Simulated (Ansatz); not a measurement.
**SiNi₃ (Pm-3m), a film clamped to a substrate**

Level of theory: DFT PBE, scalar-relativistic, plane waves, PAW (Ansatz). Settings: plane waves to 420 eV, k-mesh 14×14×14 (Γ-centred), Gaussian smearing 0.15 eV. No spin polarisation. A magnetic state may lie lower. Energies are free energies at this smearing, counted from the undisturbed cell; pressure is positive in compression.

The starting cell (relaxed at this level; it needn't be the usual structure):

```xyz
4
Lattice="3.5063 0.0000 0.0000 0.0000 3.5063 0.0000 0.0000 0.0000 3.5063" Properties=species:S:1:pos:R:3 pbc="T T T"
Si    0.0000    0.0000    0.0000
Ni    0.0000    1.7531    1.7531
Ni    1.7531    0.0000    1.7531
Ni    1.7531    1.7531    0.0000
```

The cell (4 atoms, V0 = 43.11 Å³) is strained by p along both x and y and by q along z, fractional coordinates fixed. τp = (1/V0) ∂E/∂p = (σxx + σyy)(1 + p)(1 + q) and τq = (1/V0) ∂E/∂q = σzz(1 + p)², with tension positive.

| p | q | ΔE (meV/atom) | τp (GPa) | τq (GPa) |
| --- | --- | --- | --- | --- |
| 0.000 | 0.000 | 0.00 | -0.06 | -0.03 |
| -0.050 | 0.000 | 95.18 | -61.26 | -18.34 |
| 0.050 | 0.000 | 69.01 | 37.99 | 14.08 |
| 0.000 | -0.050 | 29.29 | -18.81 | -18.09 |
| 0.000 | 0.050 | 24.61 | 13.73 | 14.04 |

Question: Get the second derivatives of the energy density.

Answer: Central differences give A = ∂τp/∂p = 993 GPa (C11 + C22 + 2 C12), C = ∂τq/∂q = 321 GPa (C33) and the cross term B = ∂τq/∂p = 324 GPa (C13 + C23); ∂τp/∂q = 325 GPa must equal B, and any difference shows higher-order terms. Steps this large leave an error of some per cent of A or C in all of these, which can swamp a small B. The ions are clamped. In a cubic crystal C11 = C = 321, C12 = B/2 = 162 GPa and A should be 2(C11 + C12) = 967 GPa; the bulk modulus is (C11 + 2 C12)/3 = 215 GPa.

Question: A film of this crystal grows with z along the normal on a substrate that imposes p. How does its thickness respond, and what does the misfit cost?

Answer: Count p and q from the stress-free cell. A free surface needs τq = 0, so q = −(B/C) p = -1.01 p. The energy density left is (A − B²/C) p²/2 = M p², with the biaxial modulus M = 333 GPa; a misfit of 1 % costs 2.24 meV/atom, against 3.34 meV/atom if the thickness were held.

In a metal these slopes depend on the k mesh and the smearing.